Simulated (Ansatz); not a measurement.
**Band table of Al (hcp type)**

```yaml
crystal:
  lattice:
    - [2.11927, 0.00000, 0.00000]
    - [-1.05963, 1.83534, 0.00000]
    - [0.00000, 0.00000, 3.42516]
  atoms:
    - { symbol: Al, position: [0.33333, 0.66667, 0.25000] }
    - { symbol: Al, position: [0.66667, 0.33333, 0.75000] }
```

The cell comes from a relaxation on PAW files under the same functional, begun from a prototype that needn't be the stable phase.

Computed with Ansatz 0.2.0; functional PBE, scalar-relativistic. Settings: a Γ-centred 15×15×8 k mesh, Fermi–Dirac smearing of 0.08 eV, no spin polarisation. Methods: LAPW: all electrons, basis error target 1 meV/atom.

This run: volume at 0.4 of the series' base cell.

Path points, in fractions of the reciprocal vectors: Γ (0.000, 0.000, 0.000), M (0.500, 0.000, 0.000), K (0.333, 0.333, 0.000), A (0.000, 0.000, 0.500), L (0.500, 0.000, 0.500), H (0.333, 0.333, 0.500). Levels in eV from the Fermi level; bands 9 to 13, counted from the lowest band of the run. The gap is zero, the pressure 443.3 GPa.

```
# k(1/Å) point b9 b10 b11 b12 b13
0.000 Γ -18.34 -7.96 -5.55 16.86 16.86
0.428 - -17.65 -7.45 -4.97 10.73 15.39
0.856 - -15.66 -5.90 -3.49 4.08 10.96
1.284 - -12.51 -3.85 -3.27 0.91 5.88
1.712 M -8.89 -7.79 -0.15 1.51 2.52
1.959 - -8.71 -7.60 0.05 1.67 1.80
2.206 - -8.18 -7.04 -0.10 0.68 2.17
2.453 - -7.32 -6.14 -2.62 1.69 3.00
2.700 K -6.44 -4.96 -4.96 2.75 4.18
3.194 - -10.72 -2.54 -2.16 -1.63 4.76
3.688 - -14.80 -5.20 -2.94 3.11 7.03
4.182 - -17.43 -7.28 -4.78 9.97 12.84
4.677 Γ -18.34 -7.96 -5.55 16.86 16.86
4.906 - -18.14 -9.56 -3.69 16.92 16.92
5.135 - -17.55 -11.70 -0.74 13.81 17.11
5.364 - -16.59 -13.63 2.56 9.93 17.43
5.594 A -15.27 -15.27 6.13 6.13 17.88
6.022 - -14.63 -14.63 6.42 6.42 12.75
6.450 - -12.75 -12.75 5.02 5.02 8.55
6.878 - -9.77 -9.77 -0.42 -0.42 9.37
7.305 L -6.69 -6.69 -4.42 -4.42 9.92
7.553 - -6.52 -6.52 -4.25 -4.25 8.10
7.800 - -6.01 -6.01 -3.80 -3.80 5.12
8.047 - -5.15 -5.15 -3.37 -3.37 2.47
8.294 H -3.96 -3.96 -3.90 -3.90 1.35
8.788 - -8.09 -8.09 -0.36 -0.36 3.74
9.282 - -11.94 -11.94 4.70 4.70 6.77
9.776 - -14.42 -14.42 6.50 6.50 11.81
10.270 A -15.27 -15.27 6.13 6.13 17.88
```
